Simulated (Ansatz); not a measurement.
Sn:

```
Sn
1.0
    -2.02919    2.02919    1.66076
     2.02919   -2.02919    1.66076
     2.02919    2.02919   -1.66076
Sn
1
Direct
  0.00000 0.00000 0.00000
```

This isn't the form of Sn at room conditions, which is tetragonal (white tin).

A run of Ansatz 0.2.0 on this cell left the log below. Logs are shortened: lines on timing, memory, paths and dates and some standing lists are left out, and cuts for length are marked.

```text
Warning: RAYON_NUM_THREADS=2 ignored (pool sized by the plan → 2); use --threads N
scf.n_extra_bands = 6 over 7 filled bands (N_el = 14.0): the run solves 13 bands
Engine: ansatz 0.2.0, x86_64-unknown-linux-gnu
Pseudopotentials: kind: paw
Pseudopotential: Sn, paw, valence charge 14, recommended cutoff 500 eV (meta_gga), Sn.paw.azcp
Functional definition: r2SCAN
  parameter k0 = 0.174
  parameter k1 = 0.065
  parameter a1 = 4.9479
  exchange = r2scan_x(k0 = k0, k1 = k1, a1 = a1)
  correlation = r2scan_c
Crystal: 1 atoms, lattice volume = 27.353 Å³
Basis set: ecut = 500 eV, 695 PW (Γ), exchange–correlation on 100×100×100 points (64 copies of the dense FFT grid, shifted against one another)
Bands: 13, of which v1, the nominal top of the filled ones, is band 7 counted from 1 (6 counted from 0)
Symmetry: 16 space group operations
Space group: I4/mmm (ITA 139), of the structure as read, at distance tolerance 3.0e-5 Å
k-points: 30 of 216
Non-local potential: Sn, projectors of the file, l = 0: 2, l = 1: 2, l = 2: 2, l = 3: 2
PAW form: soft (Blöchl's): semilocal exchange-correlation on the pseudo side does not see the compensation charge
PAW frozen core: Sn, regenerated for the run's functional (the file was generated under x = pbe(κ = 0.804, μ = 0.2195149727645171), c = pbe(β = 0.06672455060314922))
PAW one-centre angular grid: Sn, 590 points (default); XC on 249 of its mesh's 2787 points in the sphere
Initial density: superposition of atomic densities (neutral atoms: chi_scale 0, normalization atom), corrected by the library's trained network
Initial wavefunctions: pseudopotential atomic-orbital guess
Functional: x = r2scan, c = r2scan; τ floored in thin density (d = 2e-4 eV/Å³)
SCF iter   1: F=—  HF=-6038.352494 eV  |F-HF|=—  |Δ(HF+E_count)|=         —  Δρ=4.61e-3  dr2=2.78e-3  dr2_τ=2.77e-4  ethr=1.77e-3  ⟨swp⟩=5.4  Hψ=2313  notcnv=0  defer=3
preconditioner: auto → none  [metal: Δε(μ)=0.098 eV  Ē_g=26.970 eV  σ=0.050 eV  W_gap=0.40  n_scr=4 (ndim 8)  ℏωp=26.6 eV  f_vac=0.000  D(μ)=0.97/eV (n_scr^D=12)  sad-step TF]
SCF iter   2: F=—  HF=-6038.361102 eV  |F-HF|=—  |Δ(HF+E_count)|=   8.61e-3  Δρ=2.40e-3  dr2=9.00e-4  dr2_τ=1.96e-5  ethr=1.98e-5  ⟨swp⟩=2.0  Hψ=930  notcnv=0  defer=39
SCF iter   3: F=—  HF=-6038.361862 eV  |F-HF|=—  |Δ(HF+E_count)|=   7.60e-4  Δρ=4.42e-4  dr2=3.39e-5  dr2_τ=2.26e-6  ethr=6.43e-6  ⟨swp⟩=2.1  Hψ=518  notcnv=0  defer=39
SCF iter   4: F=—  HF=-6038.361883 eV  |F-HF|=—  |Δ(HF+E_count)|=   2.15e-5  Δρ=4.65e-5  dr2=3.27e-7  dr2_τ=5.63e-9  ethr=2.42e-7  ⟨swp⟩=2.3  Hψ=543  notcnv=0  defer=39
iter 5 did not close the SCF: its close was put off for the readings that it lacked (scf_convergence_deferred on its scf_iter line)
SCF iter   5: F=-6038.361884 eV  HF=-6038.361884 eV  |F-HF|=5.77e-8  |Δ(HF+E_count)|=   5.51e-7  Δρ=1.10e-5  dr2=3.73e-8  dr2_τ=6.88e-10  ethr=2.34e-9  ⟨swp⟩=2.3  Hψ=576  notcnv=0  defer=39
SCF iter   6: F=-6038.361884 eV  HF=-6038.361884 eV  |F-HF|=2.15e-9  |Δ(HF+E_count)|=   6.65e-8  Δρ=1.89e-6  dr2=1.05e-9  dr2_τ=3.83e-11  ethr=2.67e-10  ⟨swp⟩=6.5  Hψ=1605  notcnv=0
SCF 1 converged in 6 iterations: F = -6038.361884 eV  dr2 = 1.05e-9
  greatest PAW one-centre occupation: 0.991 electrons in one spin orbital (limit 2), on the Sn atom at site 0 (counted from 0), in its partial waves of l = 2
NSCF: frozen V_eff on 128 k-points
SCF converged after 6 iterations
Free energy (F): -6038.361884 eV
Harris-Foulkes:  -6038.361884 eV  (|F-HF|=2.15e-9)
Internal energy: -6038.354871 eV  (E = F + TS)
E sigma→0 (E₀):  -6038.358378 eV
Entropy (-TS):   -0.007013 eV (-7.013 meV/atom)
Fermi energy:    11.097591 eV
--- Per-component energies (eV) ---
  E_band       = -91.353080
  E_kinetic    = 185.771712
  E_local      = -832.513782  (includes V_loc(G=0)·N_el)
  E_nonlocal   = -33.131377
  E_hartree    = 524.024110
  E_xc         = -374.964090
  E_vxc        = -104.885946  (∫ρ·V_xc dr)
  E_paw        = -4157.718790  (= ΣΔE_a)
  E_vpaw       = -361.386972  (= ΣTr[D̂ρ^β])
  E_aug_tail   = -0.000000  (compensation charges beyond the density's cutoff)
  E_vtau       = 6.745089  (kinetic-family band-sum trace: ∫τ·v_τ [+ j·A + Jᵃ·Aᵃ] dr)
  E_ewald      = -1350.557974
  E_core_change = 0.735320  (= ΣΔE_core)
  E_smearing   = -0.007013  (= −TS)
  E_closure    = 0.000000  (closes the sum)
  Σ components = -6038.361884   (vs F -6038.361884, Δ=0.00e0)
--- Forces (eV/Å), atoms counted from 1 ---
  atom   1  Sn    -0.00000000     0.00000000    -0.00000000
  max |Σ_I F_I| component: 2.16e-32 eV/Å
--- Stress (GPa, compression-positive) ---
        0.449586       0.000000       0.000000
        0.000000       0.449586       0.000000
        0.000000       0.000000      -0.613153
  P = ⅓ Tr σ = 0.0953 GPa (0.953 kbar)
--- Band table (eV; the first three rows and the last of 30) ---
  k-point 0: bands = ["-11.6395", "-11.5629", "-11.5629", "-11.5612", "-11.4342", "-0.9280", "17.8364", "17.8364", "20.6273", "21.2765", "22.9934", "23.9437", "23.9437"]
  k-point 1: bands = ["-11.6119", "-11.5726", "-11.5694", "-11.5208", "-11.4463", "-0.3768", "13.5931", "18.2137", "19.1894", "22.3685", "22.8652", "22.9033", "23.8381"]
  k-point 2: bands = ["-11.6038", "-11.5823", "-11.5505", "-11.4703", "-11.4354", "1.2500", "8.7113", "17.4488", "18.8236", "21.8825", "22.4490", "22.5921", "23.8012"]
  k-point 29: bands = ["-11.6839", "-11.6072", "-11.4078", "-11.4078", "-11.3676", "7.3356", "8.9052", "8.9052", "13.3415", "14.1713", "17.1322", "30.3584", "32.6761"]
```

Question: What input gives this log?

Answer: Band structure with r2SCAN, no spin polarisation. The files as run (others can give the same):

input.yaml
```yaml
crystal:
  lattice:
    - [-2.029189411, 2.029189411, 1.6607599896]
    - [2.029189411, -2.029189411, 1.6607599896]
    - [2.029189411, 2.029189411, -1.6607599896]
  atoms:
    - { symbol: Sn, position: [0.0, 0.0, 0.0] }
hamiltonian:
  xc: r2scan
  pseudopotentials: { kind: paw }
kpoints:
  mp_grid: { grid: [6, 6, 6] }
  band_path:
    path:
      - [[0.0, 0.0, 0.0], [0.0, 0.0, 0.5], [-0.5, 0.5, 0.5], [0.0, 0.0, 0.0], [0.4174590337, 0.4174590337, -0.4174590337], [0.25, 0.25, 0.25], [0.0, 0.5, 0.0], [-0.4174590337, 0.5825409663, 0.4174590337], [-0.5, 0.5, 0.5]]
      - [[0.0, 0.0, 0.5], [0.25, 0.25, 0.25]]
    npoints: 14
scf:
  occupations: { method: fermi_dirac, width: 0.05 }
  n_extra_bands: 6
output:
  forces: true
  stress: true
  eigenvalues: true
  fatbands: false
```

Potentials or basis: Ansatz PAW.
Run with:
```console
$ ansatz run input.yaml --threads 2 --pin off --max-ram 5632MiB --backend cpu --events-out ev --progress --plain --runs-dir out
```

Caveat: the k mesh is coarse (spacing up to 0.41 Å⁻¹), so the values aren't converged; spin-orbit coupling is left out, which moves the levels of the heavy elements; the PAW data sets come from PBE, with cores solved anew for the run's functional, which leaves a small shift of forces and pressure.
